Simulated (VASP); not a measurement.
# Mg (Pm-3m) in VASP: a series of runs, part 2 of 2

VASP 6.6.1. The steps go on from the part before.

**3. Single point, PBEsol**

This run uses another cell than the first one, of 25.81 Å³/atom, 1.029 times its volume.

INCAR

```
SYSTEM = Mg
  PREC = Accurate
  ENCUT = 520
  EDIFF = 1E-6
  ISMEAR = -1
  SIGMA = 0.1
  LREAL = .False.
  LASPH = .True.
  NELM = 100
  ALGO = Fast
  ISIF = 2
  LWAVE = .False.
  LCHARG = .True.
  GGA = PS
  LELF = .True.
  LVHAR = .True.
  NBANDS = 7
```

KPOINTS

```
regular mesh
0
Gamma
  12 12 12
  0 0 0
```

POSCAR

```
Mg
1.0
    2.9553408843      0.0000000000      0.0000000000
    0.0000000000      2.9553408843      0.0000000000
    0.0000000000      0.0000000000      2.9553408843
Mg
1
Direct
    0.0000000000      0.0000000000      0.0000000000
```

Potentials or basis: VASP PAW PBE potentials, release 64 (Mg).

The run is started by

```bash
cat potpaw_PBE.64/Mg/POTCAR > POTCAR
mpirun -np 1 vasp_std > vasp.out
```

OUTCAR:

```text
SYSTEM = Mg
   PREC = Accurate
   ENCUT = 520
   EDIFF = 1E-6
   ISMEAR = -1
   LREAL = .False.
   LASPH = .True.
   NELM = 100
   ISIF = 2
   GGA = PS

 ion  position               nearest neighbor table
   1  0.000  0.000  0.000-

  LATTYP: Found a simple cubic cell.
 ALAT       =     2.9553408843

  Lattice vectors:

 A1 = (   2.9553408843,   0.0000000000,   0.0000000000)
 A2 = (   0.0000000000,   2.9553408843,   0.0000000000)
 A3 = (   0.0000000000,   0.0000000000,   2.9553408843)

Analysis of symmetry for initial positions (statically):
=====================================================================
 Subroutine PRICEL returns:
 Original cell was already a primitive cell.

 Routine SETGRP: Setting up the symmetry group for a
 simple cubic supercell.

 Subroutine GETGRP returns: Found 48 space group operations
 (whereof 48 operations were pure point group operations)
 out of a pool of 48 trial point group operations.

The static configuration has the point symmetry O_h .

Analysis of symmetry for dynamics (positions and initial velocities):
=====================================================================
 Subroutine PRICEL returns:
 Original cell was already a primitive cell.

 Routine SETGRP: Setting up the symmetry group for a
 simple cubic supercell.

 Subroutine GETGRP returns: Found 48 space group operations
 (whereof 48 operations were pure point group operations)
 out of a pool of 48 trial point group operations.

The dynamic configuration has the point symmetry O_h .

 Subroutine INISYM returns: Found 48 space group operations
 (whereof 48 operations are pure point group operations),
 and found     1 'primitive' translations

----------------------------------------------------------------------------------------

                                     Primitive cell

  volume of cell :      25.8121

  direct lattice vectors                    reciprocal lattice vectors
     2.955340884  0.000000000  0.000000000     0.338370442  0.000000000  0.000000000
     0.000000000  2.955340884  0.000000000     0.000000000  0.338370442  0.000000000
     0.000000000  0.000000000  2.955340884     0.000000000  0.000000000  0.338370442

  length of vectors
     2.955340884  2.955340884  2.955340884     0.338370442  0.338370442  0.338370442

  position of ions in fractional coordinates (direct lattice)
     0.000000000  0.000000000  0.000000000

  ion indices of the primitive-cell ions
   primitive index   ion index
                 1           1

----------------------------------------------------------------------------------------

 KPOINTS: regular mesh

Automatic generation of k-mesh.
 Grid dimensions read from file:
 generate k-points for:   12   12   12

 Generating k-lattice:

  Cartesian coordinates                     Fractional coordinates (reciprocal lattice)
     0.028197537  0.000000000  0.000000000     0.083333333  0.000000000  0.000000000
     0.000000000  0.028197537  0.000000000     0.000000000  0.083333333  0.000000000
     0.000000000  0.000000000  0.028197537     0.000000000  0.000000000  0.083333333

  Length of vectors
     0.028197537  0.028197537  0.028197537

  Shift w.r.t. Gamma in fractional coordinates (k-lattice)
     0.000000000  0.000000000  0.000000000

 Subroutine IBZKPT returns following result:
 ===========================================

 Found     84 irreducible k-points:

 Following reciprocal coordinates:
            Coordinates               Weight
  0.000000  0.000000  0.000000      1.000000
  0.083333  0.000000  0.000000      6.000000
  0.166667  0.000000  0.000000      6.000000
  0.250000  0.000000  0.000000      6.000000
  0.333333  0.000000  0.000000      6.000000
  0.416667  0.000000  0.000000      6.000000
[... 16 lines left out ...]
  0.333333  0.333333  0.000000     12.000000
  0.416667  0.333333  0.000000     24.000000
 [... further k-points ...]
   k-points           NKPTS =     84   k-points in BZ     NKDIM =     84   number of bands    NBANDS=      7
   number of dos      NEDOS =    301   number of ions     NIONS =      1
   total plane-waves  NPLWV =  13824
   dimension x,y,z NGX =    24 NGY =   24 NGZ =   24
   dimension x,y,z NGXF=    48 NGYF=   48 NGZF=   48
   ions per type =               1
   NGX,Y,Z   is equivalent  to a cutoff of  13.50, 13.50, 13.50 a.u.
   NGXF,Y,Z  is equivalent  to a cutoff of  27.00, 27.00, 27.00 a.u.
 SYSTEM =  Mg
   PREC   = accura    normal or accurate (medium, high low for compatibility)
   ISTART =      0    job   : 0-new  1-cont  2-samecut
   ICHARG =      2    charge: 1-file 2-atom 10-const
   ISPIN  =      1    spin polarized calculation?
   LNONCOLLINEAR =      F non collinear calculations
   LSORBIT =      F    spin-orbit coupling
   LASPH  =      T    aspherical Exc in radial PAW
   ENCUT  =  520.0 eV  38.22 Ry    6.18 a.u.   5.49  5.49  5.49*2*pi/ulx,y,z
   NELM   =    100;   NELMIN=  2; NELMDL= -5     # of ELM steps
   EDIFF  = 0.1E-05   stopping-criterion for ELM
   LREAL  =      F    real-space projection
   EDIFFG = 0.1E-04   stopping-criterion for IOM
   NSW    =      0    number of steps for IOM
   IBRION =     -1    ionic relax: 0-MD 1-quasi-New 2-CG
   NFREE  =      0    steps in history (QN), initial steepest desc. (CG)
   ISIF   =      2    stress and relaxation
   ISYM   =      2    0-nonsym 1-usesym 2-fastsym
   POTIM  = 0.5000    time-step for ionic-motion
   TEBEG  =    0.0;   TEEND  =   0.0 temperature during run
   PSTRESS=    0.0 pullay stress
   NELECT =       2.0000    total number of electrons
   NUPDOWN=      -1.0000    fix difference up-down
   EMIN   =  10.00;   EMAX   =-10.00  energy-range for DOS
   EFERMI =   0.00;   METHOD = LEGACY
   ISMEAR =    -1;   SIGMA  =   0.10  broadening in eV -4-tet -1-fermi 0-gaus
   EFERMI_NEDOS =   21; number of points for ismear=-14 and -15
   IALGO  =     68    algorithm
   IMIX   =      4    mixing-type and parameters
     AMIX     =   0.40;   BMIX     =  1.00
     AMIX_MAG =   1.60;   BMIX_MAG =  1.00
  volume/ion in A,a.u.               =      25.81       174.19
  Fermi-wavevector in a.u.,A,eV,Ry     =   0.697928  1.318893  6.627444  0.487103
  Thomas-Fermi vector in A             =   1.781391
   LORBIT       =      0    0 simple, 1 ext, 2 COOP (PROOUT), +10 PAW based schemes
   GGA     = PS    functional components
   LHFCALC =     F    Hartree Fock is set to
   AEXX    =    0.0000 exact exchange contribution
   IVDW    =     0    specifies the selected vdW correction
   LEPSILON=     F    determine dielectric tensor
   LRPA    =     F    only Hartree local field effects (RPA)
 non-spin polarized calculation
 RMM-DIIS sequential band-by-band and
  energy-cutoff  :      520.00
  volume of cell :       25.81
 maximum number of plane-waves:       739
 NGX is ok and might be reduce to    24
   NGX = 11   NGY = 11   NGZ = 11

 number of electron       2.0000000 magnetization

 Free energy of the ion-electron system (eV)
  ---------------------------------------------------
  ext. energy  EPLUGINS =         0.00000000
  ---------------------------------------------------
  free energy    TOTEN  =        -1.32975629 eV

  energy without entropy =       -1.31383123  energy(sigma->0) =       -1.32179376

 E-fermi :   1.8980     XC(G=0):  -8.1498

 val. band max:        1.8689371085   @ k =   0.5000   0.2500   0.2500
 cond. band min:       1.9297482656   @ k =   0.5000   0.3333   0.1667
 fundamental gap:      0.0608111571
 Fermi energy:         1.8979941922

 k-point     1 :       0.0000    0.0000    0.0000
  band No.  band energies     occupation
      1      -4.4717      2.00000
      2      10.2856      0.00000
      3      10.2856      0.00000
      4      11.8832      0.00000
      5      11.8832      0.00000
      6      11.8832      0.00000
      7      16.5679      0.00000
[... 221 lines left out ...]
 k-point    24 :       0.4167    0.3333    0.0000
  band No.  band energies     occupation
      1       0.3166      2.00000
      2       2.9716      0.00004
      3       5.8621      0.00000
      4       8.4240      0.00000
      5      15.8817      0.00000
      6      17.4688      0.00000
      7      18.0476      0.00000

 [... further k-points ...]

------------------------ aborting loop because EDIFF is reached ----------------------------------------

  FORCE on cell =-STRESS in cart. coord.  units (eV):
  Direction    XX          YY          ZZ          XY          YZ          ZX
  --------------------------------------------------------------------------------------
  -------------------------------------------------------------------------------------
  Total        0.1783041      0.1783041      0.1783041      0.0000000      0.0000000      0.0000000
  in kB       11.0674893     11.0674893     11.0674893      0.0000000      0.0000000      0.0000000
  external PRESSURE =      11.0674893 kB  Pullay stress =       0.0000000 kB

 VOLUME and BASIS-vectors are now :
 -----------------------------------------------------------------------------
  energy-cutoff  :      520.00
  volume of cell :       25.81
      direct lattice vectors                 reciprocal lattice vectors
     2.955340884  0.000000000  0.000000000     0.338370442  0.000000000  0.000000000
     0.000000000  2.955340884  0.000000000     0.000000000  0.338370442  0.000000000
     0.000000000  0.000000000  2.955340884     0.000000000  0.000000000  0.338370442

 POSITION                                       TOTAL-FORCE (eV/Angst)
 -----------------------------------------------------------------------------------
      0.00000      0.00000      0.00000         0.000000      0.000000      0.000000
 -----------------------------------------------------------------------------------
    total drift:                                0.000000     -0.000000      0.000000

  FREE ENERGIE OF THE ION-ELECTRON SYSTEM (eV)
  ---------------------------------------------------
  free  energy   TOTEN  =        -1.3297562897 eV

  energy  without entropy=       -1.3138312322  energy(sigma->0) =       -1.32179376
```

OSZICAR:

```text
N       E                     dE             d eps       ncg     rms          rms(c)
DAV:   1    -0.740481062171E+00   -0.74048E+00   -0.78667E+02  1246   0.197E+02
DAV:   2    -0.134170016765E+01   -0.60122E+00   -0.55373E+00  1484   0.105E+01
DAV:   3    -0.134415481931E+01   -0.24547E-02   -0.24537E-02  1540   0.733E-01
DAV:   4    -0.134415996763E+01   -0.51483E-05   -0.51484E-05  1757   0.244E-02
DAV:   5    -0.134415997186E+01   -0.42267E-08   -0.44651E-08  1512   0.565E-04    0.558E-01
RMM:   6    -0.133609610527E+01    0.80639E-02   -0.61758E-04  1187   0.110E-01    0.353E-01
RMM:   7    -0.132974375174E+01    0.63524E-02   -0.24274E-03  1358   0.212E-01    0.198E-02
RMM:   8    -0.132975612834E+01   -0.12377E-04   -0.70199E-05  1267   0.422E-02    0.546E-03
RMM:   9    -0.132975628970E+01   -0.16135E-06   -0.64117E-06  1292   0.141E-02
   1 F= -.13297563E+01 E0= -.13217938E+01  d E =-.159251E-01
```

stdout:

```text
POSCAR found type information on POSCAR Mg
 POSCAR found :  1 types and       1 ions
 scaLAPACK will be used
 -----------------------------------------------------------------------------
|                                                                             |
|                                                                             |
|     You enforced a specific xc type in the INCAR file but a different       |
|     I HOPE YOU KNOW WHAT YOU ARE DOING!                                     |
|                                                                             |
 -----------------------------------------------------------------------------

 LDA part: xc-table for (Slater+PW92), standard interpolation
 POSCAR, INCAR and KPOINTS ok, starting setup
 FFT: planning ... GRIDC
 FFT: planning ... GRID_SOFT
 FFT: planning ... GRID
 WAVECAR not read
 entering main loop
```

Run time: 9.3 s. Hardware: 1 thread of Intel Xeon Platinum 8488C (Sapphire Rapids), shared host; peak memory 0.14 GiB.

Results:

```yaml
Free_energy: -1.3298 eV
Pressure: 1.1 GPa
Band_gap_on_the_k_mesh: none (metal or under the smearing width)
```

Caveat: the PAW data sets were made with another functional, which shifts forces and pressure a little.
